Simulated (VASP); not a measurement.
Method: LDA (Ceperley-Alder, Perdew-Zunger), VASP's LDA PAW potentials (set 64) (plane waves; VASP 6.6.1).

The input files of a VASP run:

### INCAR
```
ALGO=Normal
EDIFF=1E-6
EDIFFG=-0.02
ENCUT=500
IBRION=2
ISIF=3
ISMEAR=0
LASPH=.True.
LCHARG=.False.
LMAXMIX=4
LREAL=.False.
LWAVE=.False.
NELM=100
NSW=40
PREC=Accurate
PSTRESS=300
SIGMA=0.05
SYSTEM=CsBr
```

### KPOINTS
```
K-points
0
gamma
  7 7 7
```

**POSCAR**
```
CsBr
1.0
  3.6691301909   0.0000000000   0.0000000000
  0.0000000000   3.6691301909   0.0000000000
  0.0000000000   0.0000000000   3.6691301909
Cs Br
1 1
Cartesian
  0.0000000000   0.0000000000   0.0000000000
  1.8345650954   1.8345650954   1.8345650954
```

POTCAR, in this order: Cs_sv Br (LDA.64 set). Program: vasp_std.

Output

OSZICAR:
```
       N       E                     dE             d eps       ncg     rms          rms(c)
DAV:   1     0.901378925310E+02    0.90138E+02   -0.74408E+03   480   0.118E+03
DAV:   2    -0.508299511982E+00   -0.90646E+02   -0.83435E+02   736   0.195E+02
DAV:   3    -0.602218251771E+01   -0.55139E+01   -0.54738E+01   596   0.515E+01
DAV:   4    -0.607332329162E+01   -0.51141E-01   -0.51108E-01   556   0.542E+00
DAV:   5    -0.607369225416E+01   -0.36896E-03   -0.36894E-03   596   0.445E-01    0.350E+00
DAV:   6    -0.588084909369E+01    0.19284E+00   -0.29058E-01   504   0.364E+00    0.194E+00
DAV:   7    -0.584868448528E+01    0.32165E-01   -0.14426E-01   572   0.248E+00    0.709E-01
DAV:   8    -0.584727118667E+01    0.14133E-02   -0.11577E-02   536   0.803E-01    0.759E-02
DAV:   9    -0.584710906839E+01    0.16212E-03   -0.30639E-04   588   0.150E-01    0.494E-02
DAV:  10    -0.584709655554E+01    0.12513E-04   -0.14785E-04   564   0.757E-02    0.221E-02
DAV:  11    -0.584709414601E+01    0.24095E-05   -0.29055E-05   536   0.380E-02    0.533E-03
DAV:  12    -0.584709360798E+01    0.53803E-06   -0.16863E-06   436   0.118E-02
   1 F= 0.34020184E+01 E0= 0.34020184E+01  d E =0.340202E+01
       N       E                     dE             d eps       ncg     rms          rms(c)
DAV:   1    -0.757276314013E+01   -0.17257E+01   -0.87895E+01   504   0.700E+01    0.122E+01
DAV:   2    -0.449122190600E+01    0.30815E+01   -0.37468E+00   492   0.137E+01    0.503E+00
DAV:   3    -0.357102504708E+01    0.92020E+00   -0.26157E+00   488   0.106E+01    0.209E+00
DAV:   4    -0.356238962844E+01    0.86354E-02   -0.47328E-02   544   0.176E+00    0.701E-01
DAV:   5    -0.356013531759E+01    0.22543E-02   -0.11168E-02   512   0.761E-01    0.192E-01
DAV:   6    -0.355998240739E+01    0.15291E-03   -0.90766E-04   504   0.236E-01    0.796E-02
DAV:   7    -0.355998498938E+01   -0.25820E-05   -0.86545E-05   568   0.830E-02    0.242E-02
DAV:   8    -0.355998418461E+01    0.80477E-06   -0.17437E-05   520   0.300E-02    0.135E-02
DAV:   9    -0.355998240116E+01    0.17834E-05   -0.37729E-06   508   0.167E-02    0.249E-03
DAV:  10    -0.355998241145E+01   -0.10287E-07   -0.15900E-07   276   0.350E-03
   2 F= 0.37642379E+01 E0= 0.37642379E+01  d E =0.362220E+00
       N       E                     dE             d eps       ncg     rms          rms(c)
DAV:   1    -0.696247314047E+01   -0.34025E+01   -0.33505E+01   504   0.377E+01    0.607E+00
DAV:   2    -0.565882200228E+01    0.13037E+01   -0.17375E+00   484   0.906E+00    0.300E+00
DAV:   3    -0.528426298246E+01    0.37456E+00   -0.10873E+00   492   0.674E+00    0.153E+00
DAV:   4    -0.527860297358E+01    0.56600E-02   -0.21694E-02   552   0.115E+00    0.472E-01
DAV:   5    -0.527790477500E+01    0.69820E-03   -0.40865E-03   512   0.445E-01    0.111E-01
DAV:   6    -0.527781015127E+01    0.94624E-04   -0.30566E-04   512   0.126E-01    0.750E-02
DAV:   7    -0.527780170634E+01    0.84449E-05   -0.35309E-05   556   0.460E-02    0.259E-02
DAV:   8    -0.527780084423E+01    0.86211E-06   -0.44517E-06   520   0.149E-02
   3 F= 0.32716115E+01 E0= 0.32716115E+01  d E =-.130407E+00
       N       E                     dE             d eps       ncg     rms          rms(c)
DAV:   1    -0.524934773322E+01    0.28454E-01   -0.18155E-02   512   0.918E-01    0.147E-01
DAV:   2    -0.524864756069E+01    0.70017E-03   -0.90516E-04   488   0.206E-01    0.674E-02
DAV:   3    -0.524845242939E+01    0.19513E-03   -0.59901E-04   512   0.157E-01    0.254E-02
DAV:   4    -0.524844973618E+01    0.26932E-05   -0.11123E-05   528   0.259E-02    0.891E-03
DAV:   5    -0.524844939083E+01    0.34536E-06   -0.18107E-06   412   0.960E-03
   4 F= 0.32713143E+01 E0= 0.32713143E+01  d E =-.130704E+00
```

OUTCAR:
```
------------------------ aborting loop because EDIFF is reached ----------------------------------------
  FORCE on cell =-STRESS in cart. coord.  units (eV):
  Direction    XX          YY          ZZ          XY          YZ          ZX
  --------------------------------------------------------------------------------------
  Total        8.5070397      8.5070397      8.5070397      0.0000000     -0.0000000      0.0000000
  in kB      299.5519593    299.5519593    299.5519593      0.0000000     -0.0000000      0.0000000
  external PRESSURE =      -0.4480407 kB  Pullay stress =     300.0000000 kB
  volume of cell :       45.50
      direct lattice vectors                 reciprocal lattice vectors
     3.570033507 -0.000000000 -0.000000000     0.280109416  0.000000000  0.000000000
     0.000000000  3.570033507 -0.000000000     0.000000000  0.280109416  0.000000000
    -0.000000000 -0.000000000  3.570033507     0.000000000  0.000000000  0.280109416
 POSITION                                       TOTAL-FORCE (eV/Angst)
 -----------------------------------------------------------------------------------
      0.00000      0.00000      0.00000         0.000000      0.000000      0.000000
      1.78502      1.78502      1.78502        -0.000000     -0.000000      0.000000
 -----------------------------------------------------------------------------------
    total drift:                                0.000000      0.000000      0.000000
  FREE ENERGIE OF THE ION-ELECTRON SYSTEM (eV)
  ---------------------------------------------------
  free  energy   TOTEN  =        -5.2484493908 eV

  energy  without entropy=       -5.2484493908  energy(sigma->0) =       -5.24844939
  enthalpy is  TOTEN    =         3.2713143028 eV   P V=        8.5197636937

 reached required accuracy - stopping structural energy minimisation
```
(Selected blocks of OUTCAR.)

**CONTCAR**
```
CsBr
   1.00000000000000
     3.5700335073771288   -0.0000000000000000   -0.0000000000000000
     0.0000000000000000    3.5700335073771288   -0.0000000000000000
    -0.0000000000000000   -0.0000000000000000    3.5700335073771288
  Cs              Br
     1     1
Direct
     0.0000000000000000    0.0000000000000000    0.0000000000000000
     0.5000000000000000    0.5000000000000000    0.5000000000000000
```

Energy and stress use the plane-wave basis of the starting cell.

The compound is CsBr in the CsCl type structure. This run relaxes it under an external pressure of 30 GPa. Symmetry was kept, so distortions that lower it aren't found.
